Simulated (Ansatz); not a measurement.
Sr

```
Sr
1.0
     0.00000    3.04235    3.04235
     3.04235    0.00000    3.04235
     3.04235    3.04235    0.00000
Sr
1
Direct
  0.00000 0.00000 0.00000
```

The cell is COD entry 9008484, as deposited and not checked against the literature; nothing was relaxed.

These are results of DFT, PBE, all-electron LAPW, scalar-relativistic in Ansatz 0.2.0, not measurements.

Settings: a Γ-centred 10×10×10 k mesh, Fermi–Dirac smearing of 0.08 eV, basis error target 0.5 meV/atom, no spin polarisation.

```
Pressure at this cell : -0.27 GPa
Volume per atom       : 56.32 Å³
```

**Question.** Density of states at the Fermi level (0.2 eV bin): what does the calculation give?

**Answer.** 0.71 states/eV per cell.

**Question.** Give the computed value. Band gap.

**Answer.** None at this level of theory (metallic, semimetallic, or a small gap that the functional closes).
